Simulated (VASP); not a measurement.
Here is a VASP 6.6.1 calculation.

File INCAR:

```
PREC = Accurate ; ENCUT = 600
EDIFF = 1E-7 ; ISMEAR = 0
SIGMA = 0.03 ; LREAL = F
LASPH = T ; NELM = 80
ALGO = Normal ; ISIF = 3
LWAVE = F ; LCHARG = F
GGA = PS ; IBRION = 2
NSW = 90 ; EDIFFG = -0.005
```

Contents of KPOINTS:

```
regular mesh
0
Gamma
  8 8 8
```

Contents of POSCAR:

```
TePb                                    
1.0
    0.0000000000      3.2218515830      3.2218515830
    3.2218515830      0.0000000000      3.2218515830
    3.2218515830      3.2218515830     -0.0000000000
  Te              Pb            
     1     1
Direct
     0.5000000000000000    0.5000000000000000    0.5000000000000000
     0.0000000000000000    0.0000000000000000    0.0000000000000000
```

Potentials or basis: VASP PAW PBE potentials, release 64 (Te, Pb_d).

The run is started by

```bash
$ cat potpaw_PBE.64/Te/POTCAR potpaw_PBE.64/Pb_d/POTCAR > POTCAR
$ mpirun -np 1 vasp_std > vasp.out
```

Q: Predict the band gap on the k mesh.

A: 0.65 eV, direct.

Final structure:
```
Te Pb
1.0
     0.00000    3.22185    3.22185
     3.22185    0.00000    3.22185
     3.22185    3.22185    0.00000
Te Pb
1 1
Direct
  0.50000 0.50000 0.50000
  0.00000 0.00000 0.00000
```

Caveat: the relaxation stopped at its first step, so nothing moved; spin-orbit coupling is left out, which as a rule narrows the gap of such compounds by several tenths of an eV. A k mesh can miss the band edges.
